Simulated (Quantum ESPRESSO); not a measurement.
The system is TiTe.

```
CELL_PARAMETERS angstrom
3.84200 0.00000 0.00000
-1.92100 3.32727 0.00000
0.00000 0.00000 6.40300
ATOMIC_POSITIONS crystal
Te 0.66667 0.33333 0.75000
Te 0.33333 0.66667 0.25000
Ti 0.00000 0.00000 0.50000
Ti 0.00000 0.00000 0.00000
```

Base run:

```yaml
Program: Quantum ESPRESSO 7.5
Functional: LDA
Potentials_or_basis: GBRV 1.5 LDA
Cutoff: 612 eV
Density_cutoff: 4898 eV
k_mesh: 8 × 8 × 4
Occupations: fermi-dirac, width 0.05 eV
Spin: no spin polarisation
```

Its results: band gap on the k mesh none (metal or under the smearing width); pressure 1.1 GPa.

Task: The run is repeated on the same cell with these changes: functional from LDA to PBEsol; potentials or basis from GBRV 1.5 LDA to GBRV 1.5 PBEsol. What comes out?

Result: Band gap on the k mesh none (metal or under the smearing width); pressure 3.7 GPa.

Caveats: spin-orbit coupling is left out, which moves the levels of the heavy elements.
